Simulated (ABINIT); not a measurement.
# GaAs (F-43m) in ABINIT: further runs, part 2 of 2

ABINIT 10.8.3 (patched build). The steps go on from the part before.

## (3) Equation of state, LDA-Teter

The input, run.abi:

```
# Datasets: one volume each
ndtset 7
getwfk -1
scalecart1 3*0.9795861087
scalecart2 3*0.9864848297
scalecart3 3*0.9932883884
scalecart4 3*1.0000000000
scalecart5 3*1.0066227096
scalecart6 3*1.0131594038
scalecart7 3*1.0196128224

# Pseudopotentials
pp_dirpath "./"
pseudos "As.LDA_PW-JTH.xml, Ga.LDA_PW-JTH.xml"

# Structure
acell 3.9977696088 3.9977696088 3.9977696088 Angstrom
rprim
     0.0000000000     0.7071067812     0.7071067812
     0.7071067812     0.0000000000     0.7071067812
     0.7071067812     0.7071067812     0.0000000000
ntypat 2
znucl 33 31
natom 2
typat 1 2
xred
     0.7500000000     0.7500000000     0.7500000000
     0.0000000000     0.0000000000     0.0000000000

# Plane-wave basis
ecut 17.0
pawecutdg 34.0

# k points
kptopt 1
ngkpt 8 8 8
nshiftk 1
shiftk 0.0 0.0 0.0

# Exchange and correlation
ixc 1

# Bands and occupations
nband 18
occopt 3
tsmear 0.05 eV

# SCF cycle
nstep 100
tolvrs 1.0e-9

# Output
iomode 3
prtwf 1
prtden 0
prteig 0
prtebands 0
enunit 2
```

Potentials or basis: JTH PAW LDA v2.0.

Run with:

```bash
abinit run.abi > log 2>&1
```

run.abo:

```text
.Version 10.8.3 of ABINIT
 DATASET    1 : space group F-4 3 m (#216); Bravais cF (face-center cubic)
================================================================================
 Values of the parameters that define the memory need for DATASET  1.
     intxc =       0    ionmov =       0      iscf =      17    lmnmax =      18
     lnmax =       6     mgfft =      30  mpssoang =       3    mqgrid =    3001
     natom =       2  nloc_mem =       2    nspden =       1   nspinor =       1
    nsppol =       1      nsym =      24    n1xccc =       1    ntypat =       2
    occopt =       3   xclevel =       1
       mpw =         982          nfft =       27000          nkpt =          29
 PAW method is used; the additional fine FFT grid is defined by:
   mgfftf=        40    nfftf =     64000
================================================================================
================================================================================
[... 71 lines left out ...]
 DATASET    7 : space group F-4 3 m (#216); Bravais cF (face-center cubic)
================================================================================
 Values of the parameters that define the memory need for DATASET  7.
     intxc =       0    ionmov =       0      iscf =      17    lmnmax =      18
     lnmax =       6     mgfft =      30  mpssoang =       3    mqgrid =    3001
     natom =       2  nloc_mem =       2    nspden =       1   nspinor =       1
    nsppol =       1      nsym =      24    n1xccc =       1    ntypat =       2
    occopt =       3   xclevel =       1
       mpw =        1101          nfft =       27000          nkpt =          29
 PAW method is used; the additional fine FFT grid is defined by:
   mgfftf=        45    nfftf =     91125
================================================================================
================================================================================

--------------------------------------------------------------------------------
------------- Echo of variables that govern the present computation ------------
--------------------------------------------------------------------------------
 -outvars: echo values of preprocessed input variables --------
            acell      7.5546896751E+00  7.5546896751E+00  7.5546896751E+00 Bohr
              amu      7.49215900E+01  6.97230000E+01
             ecut      1.70000000E+01 Hartree
           enunit           2
           getwfk          -1
           jdtset        1    2    3    4    5    6    7
         kptrlatt        8    0    0      0    8    0      0    0    8
[... 146 lines left out ...]
 Shapefunction is BESSEL type: shapef(r,l)=aa(1,l)*jl(q(1,l)*r)+aa(2,l)*jl(q(2,l)*r)
 Radius for shape functions =  1.80829011
 Compensation charge density is not taken into account in XC energy/potential

   1.24048493E+03                                ecore*ucvol(ha*bohr**3)
--------------------------------------------------------------------------------

[... 1311 lines left out ...]
-Cartesian components of stress tensor (GPa)         [Pressure= -5.1577E+00 GPa]
- sigma(1 1)=  5.15765123E+00  sigma(3 2)=  0.00000000E+00
- sigma(2 2)=  5.15765123E+00  sigma(3 1)=  0.00000000E+00
- sigma(3 3)=  5.15765123E+00  sigma(2 1)=  0.00000000E+00

== END DATASET(S) ==============================================================
================================================================================

 -outvars: echo values of variables after computation  --------
            acell      7.5546896751E+00  7.5546896751E+00  7.5546896751E+00 Bohr
           etotal1    -1.9347445439E+02
           etotal2    -1.9347486535E+02
           etotal3    -1.9347493383E+02
           etotal4    -1.9347469699E+02
           etotal5    -1.9347419187E+02
           etotal6    -1.9347345937E+02
           etotal7    -1.9347251273E+02
            fcart1    -1.0049973695E-31  9.0449763257E-31 -1.0049973695E-31
                       1.0049973695E-31 -9.0449763257E-31  1.0049973695E-31
            fcart2    -7.9837534877E-31 -7.9837534877E-31  2.3951260463E-30
                       7.9837534877E-31  7.9837534877E-31 -2.3951260463E-30
            fcart3    -7.9290685280E-31 -7.9290685280E-31  2.3787205584E-30
                       7.9290685280E-31  7.9290685280E-31 -2.3787205584E-30
            fcart4     1.9689629249E-31  1.9689629249E-31 -5.9068887748E-31
                      -1.9689629249E-31 -1.9689629249E-31  5.9068887748E-31
            fcart5    -0.0000000000E+00 -0.0000000000E+00 -0.0000000000E+00
                      -0.0000000000E+00 -0.0000000000E+00 -0.0000000000E+00
[... 38 lines left out ...]
                       0.0000000000E+00  0.0000000000E+00  0.0000000000E+00
           xangst1     4.1537144872E+00  4.1537144872E+00  4.1537144872E+00
                       0.0000000000E+00  0.0000000000E+00  0.0000000000E+00
           xangst2     4.1829669613E+00  4.1829669613E+00  4.1829669613E+00
                       0.0000000000E+00  0.0000000000E+00  0.0000000000E+00
           xangst3     4.2118159212E+00  4.2118159212E+00  4.2118159212E+00
                       0.0000000000E+00  0.0000000000E+00  0.0000000000E+00
           xangst4     4.2402750001E+00  4.2402750001E+00  4.2402750001E+00
                       0.0000000000E+00  0.0000000000E+00  0.0000000000E+00
           xangst5     4.2683571100E+00  4.2683571100E+00  4.2683571100E+00
                       0.0000000000E+00  0.0000000000E+00  0.0000000000E+00
           xangst6     4.2960744910E+00  4.2960744910E+00  4.2960744910E+00
                       0.0000000000E+00  0.0000000000E+00  0.0000000000E+00
           xangst7     4.3234387606E+00  4.3234387606E+00  4.3234387606E+00
                       0.0000000000E+00  0.0000000000E+00  0.0000000000E+00
             xred      7.5000000000E-01  7.5000000000E-01  7.5000000000E-01
                       0.0000000000E+00  0.0000000000E+00  0.0000000000E+00
 Calculation completed.
```

Run time: 85 s. Hardware: 1 thread of Arm Neoverse V2, shared host; peak memory 0.13 GiB.

Results:

```
Equilibrium volume                      : 22.00 Å³/atom
Bulk modulus                            : 74 GPa
Pressure derivative of the bulk modulus : 5.2
```

Energy against volume, from the lowest point:
```tsv
volume (Å³/atom)	energy (meV/atom)
21.234	6.52
21.686	0.93
22.138	0.00
22.590	3.22
23.041	10.09
23.493	20.06
23.945	32.94
```

Caveat: pressures at fixed basis lie under the slope of the energies. Zero-point motion and thermal expansion aren't in these numbers.

## (4) Against experiment

Step 2. Against the measured gap of GaAs, 1.412 eV (direct; 300 K; “Evidence of valence band perturbations in GaAsN/GaAs(001): A combined variable-angle spectroscopic ellipsometry and modulated photoreflectance investigation”, 2008, arxiv:0805.2212), the calculated 0.50 eV is off by -0.91 eV. 3 values of this kind are on record (1.412 to 1.51 eV); this one was drawn at random among those near their median, those with a stated uncertainty first. Spin-orbit coupling on As, Ga is left out. The value is that of SOGGA, without temperature or zero-point motion.
